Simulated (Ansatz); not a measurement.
Ansatz input

```yaml
crystal:
  lattice:
    - [3.954145847, 0.0, 0.0]
    - [0.0, 3.954145847, 0.0]
    - [0.0, 0.0, 3.954145847]
  atoms:
    - { symbol: Ba, position: [0.0, 0.0, 0.0] }
hamiltonian:
  xc: pbe
  pseudopotentials:
    kind: paw_fr
    azcp:
      Ba: "pseudopotentials/Ba.paw.azcp"
basis:
  ecutwfc: 420
  fft_grid_basis: typed
kpoints:
  mp_grid: { grid: [8, 8, 8], shift: [0, 0, 0] }
magnetization:
  noncollinear: true
  spin_orbit: true
scf:
  occupations: { method: fermi_dirac, width: 0.1 }
```

Terminal output

```
Engine: ansatz 0.2.0, x86_64-unknown-linux-gnu
Pseudopotentials: kind: paw_fr
Pseudopotential: Ba, paw_fr, valence charge 10, recommended cutoff 420 eV (normal) 
Functional definition: PBE
  parameter kappa = 0.804
  parameter beta = 0.06672455060314922
  exchange = pbe_x(kappa = kappa, mu = beta*pi^2/3)
  correlation = pbe_c(beta = beta)
non-collinear run that drives no moment, with spin-orbit: no starting moment large enough to seed its density (crystal.atoms[].spin), no starting occupations that ask for one, no magnetisation constraint and no magnetic field, so the semilocal B_xc is pinned to zero
Crystal: 1 atoms, lattice volume = 61.824 Å³
Basis set: ecut = 420 eV, 1213 PW (Γ)
Bands: 18, of which v1, the nominal top of the filled ones, is band 10 counted from 1 (9 counted from 0)
Symmetry: 48 space group operations + 48 with time reversal
Magnetic group: BNS 221.93 (UNI 1595), of the structure as read, at distance tolerance 4.0e-5 Å
k-points: 35 of 512
Projection manifold: j_resolved (fully-relativistic pseudo-atomic orbitals)
Non-local potential: Ba, projectors of the file, l = 0: 3, l = 1: 4, l = 2: 4, l = 3: 4
PAW form: soft (Blöchl's): semilocal exchange-correlation on the pseudo side does not see the compensation charge
PAW one-centre angular grid: Ba, 194 points (default); XC on 64 Gauss nodes
Initial density: superposition of atomic densities (chi_scale 0.1, normalization cell)
Initial wavefunctions: pseudopotential atomic-orbital guess
Functional: x = pbe(κ = 0.804, μ = 0.2195149727645171), c = pbe(β = 0.06672455060314922)
SCF iter   1: F=—  HF=-5954.001692 eV  |F-HF|=—  |Δ(HF+E_count)|=         —  Δρ=7.18e-3  dr2=3.91e-2  dr2_m=0.00e0 (ungated)  ethr=3.10e-3  |M|=0.00e0 ∫|m|=0.00e0 μB  |m|>n=0.0e0 m-floor=0.0e0 τ_xc=0.0e0  β_m=0.30  ⟨swp⟩=8.2  Hψ=2182  notcnv=0
SCF iter   2: F=—  HF=-5954.004737 eV  |F-HF|=—  |Δ(HF+E_count)|=   3.05e-3  Δρ=5.65e-3  dr2=2.73e-2  dr2_m=0.00e0 (ungated)  ethr=3.91e-4  |M|=0.00e0 ∫|m|=0.00e0 μB  |m|>n=0.0e0 m-floor=0.0e0 τ_xc=0.0e0  β_m=0.49  ⟨swp⟩=1.2  Hψ=466  notcnv=0
SCF iter   3: F=—  HF=-5954.008745 eV  |F-HF|=—  |Δ(HF+E_count)|=   4.01e-3  Δρ=1.42e-3  dr2=2.09e-3  dr2_m=0.00e0 (ungated)  ethr=2.73e-4  |M|=0.00e0 ∫|m|=0.00e0 μB  |m|>n=0.0e0 m-floor=0.0e0 τ_xc=0.0e0  β_m=0.63  ⟨swp⟩=3.4  Hψ=610  notcnv=0
SCF iter   4: F=—  HF=-5954.009367 eV  |F-HF|=—  |Δ(HF+E_count)|=   6.22e-4  Δρ=5.15e-4  dr2=2.42e-4  dr2_m=0.00e0 (ungated)  ethr=2.09e-5  |M|=0.00e0 ∫|m|=0.00e0 μB  |m|>n=0.0e0 m-floor=0.0e0 τ_xc=0.0e0  β_m=0.81  ⟨swp⟩=1.2  Hψ=332  notcnv=0
SCF iter   5: F=—  HF=-5954.009378 eV  |F-HF|=—  |Δ(HF+E_count)|=   1.11e-5  Δρ=8.69e-5  dr2=7.13e-6  dr2_m=0.00e0 (ungated)  ethr=2.42e-6  |M|=0.00e0 ∫|m|=0.00e0 μB  |m|>n=0.0e0 m-floor=0.0e0 τ_xc=0.0e0  β_m=0.86  ⟨swp⟩=2.6  Hψ=522  notcnv=0
SCF iter   6: F=—  HF=-5954.009376 eV  |F-HF|=—  |Δ(HF+E_count)|=   2.13e-6  Δρ=1.10e-5  dr2=1.10e-7  dr2_m=0.00e0 (ungated)  ethr=7.13e-8  |M|=0.00e0 ∫|m|=0.00e0 μB  |m|>n=0.0e0 m-floor=0.0e0 τ_xc=0.0e0  β_m=0.93  ⟨swp⟩=2.2  Hψ=504  notcnv=0
SCF iter   7: F=-5954.009376 eV  HF=-5954.009376 eV  |F-HF|=4.00e-10  |Δ(HF+E_count)|=   3.03e-8  Δρ=8.86e-7  dr2=6.61e-10  dr2_m=0.00e0 (ungated)  ethr=1.00e-9  |M|=0.00e0 ∫|m|=0.00e0 μB  |m|>n=0.0e0 m-floor=0.0e0 τ_xc=0.0e0  ⟨swp⟩=2.9  Hψ=698  notcnv=0
SCF 1 converged in 7 iterations: F = -5954.009376 eV  dr2 = 6.61e-10
SCF converged after 7 iterations
Magnetization: |M| = 0.0000 μB,  M = (+0.0000, +0.0000, +0.0000) μB
Absolute magnetization: 0.0000 μB (∫|m|)
  site 0: m = (+0.0000, +0.0000, +0.0000) μB, |m| = 0.0000 μB  (R = 1.63 Å)
Free energy (F): -5954.009376 eV
Harris-Foulkes:  -5954.009376 eV  (|F-HF|=4.00e-10)
Internal energy: -5953.972870 eV  (E = F + TS)
E sigma→0 (E₀):  -5953.991123 eV
Entropy (-TS):   -0.036506 eV (-36.506 meV/atom)
Fermi energy:    5.907771 eV
--- Per-component energies (eV) ---
  E_band       = -86.265416
  E_kinetic    = 166.854958
  E_local      = -388.011785  (includes V_loc(G=0)·N_el)
  E_nonlocal   = 57.077045
  E_hartree    = 123.788719
  E_xc         = -166.660655
  E_vxc        = -133.754579  (∫ρ·V_xc dr)
  E_paw        = -5230.397848  (= ΣΔE_a)
  E_vpaw       = -36.008948  (= ΣTr[D̂ρ^β])
  E_aug_tail   = -0.000002  (compensation charges beyond the density's cutoff)
  E_ewald      = -516.623304
  E_smearing   = -0.036506  (= −TS)
  E_closure    = -0.000000  (closes the sum)
  Σ components = -5954.009376   (vs F -5954.009376, Δ=0.00e0)
```

Launched by

```sh
ansatz run input.yaml --threads 1 --pin off --max-ram 3584MiB --backend cpu --events-out ev --progress --plain --runs-dir out
```

On 1 thread of Intel(R) Xeon(R) Platinum 8259CL CPU @ 2.50GHz (Skylake/Cascade Lake) (shared host) this took about 6.2 s of wall time and 6.2 s of CPU time.
